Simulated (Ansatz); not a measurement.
**Abstraction of Br: C4H9Br + SiH2(CH3) → C4H9 + SiH2(CH3)Br**

Species: C4H9Br (1-bromobutane) `CCCCBr`, singlet; SiH2(CH3), doublet; C4H9 `[CH2]CCC`, doublet; SiH2(CH3)Br, singlet. A radical takes Br: the energy is the difference in strength between the C–Br bond broken and the Si–Br bond made.

Shapes, held fixed at every level: PBE0-D4/def2-TZVP. Flexible molecules stand in one conformer, not always the lowest. Programs: Ansatz 0.2.0. The zero-point and thermal change to 298 K, harmonic and unscaled (PBE0-D4/def2-TZVP), is -6.1 kJ/mol.

Task: Estimate ΔH(298 K) of this reaction.

Result: MP2/def2-TZVPP gives ΔH(298 K) = -93.1 kJ/mol; the levels span -135.8 to -78.8. The median of the levels is -98.1. No measured value is set beside it here. Open shells run unrestricted unless RO is named. Relativity is left out for Br unless named. Correlated rows may include outer-core shells of Br, which these sets cover unevenly.

```
                level                    kind  ΔH(298 K) (kJ/mol)
        HF/def2-TZVPP            Hartree–Fock              -135.8
     SPW92/def2-TZVPP                     LDA               -78.8
    PBE-D4/def2-TZVPP                     GGA               -89.8
  B3LYP-D4/def2-TZVPP           global hybrid              -103.1
r2SCAN0-D4/def2-TZVPP           global hybrid              -114.2
   wB97X-V/def2-TZVPP  range-separated hybrid              -105.7
     CCSD(T)/def2-SVP   coupled cluster or CI               -92.6
       MP2/def2-TZVPP     perturbation theory               -93.1
```

Bromine transfer from carbon to silicon is clearly exothermic at every level, so the Si–Br bond formed is stronger than the C–Br bond broken. Silicon is more electropositive than carbon, which gives its bond to bromine more ionic character and a larger charge-transfer stabilisation. This is the thermodynamic basis for the use of silyl radicals as halogen abstractors in radical chain dehalogenation.

The sign is secure, but the magnitude is less so. Hartree–Fock gives the most negative value, -135.8 kJ/mol, probably because it favours the more polar Si–Br bond and misses correlation that stabilises the C–Br side more. The near agreement of CCSD(T) with MP2 is weak support for either number, since the coupled-cluster value comes from a small basis. Polar bonds to silicon need ample polarisation functions, so that value may understate the exothermicity. The reaction enthalpy alone doesn't establish the abstraction barrier or rate.
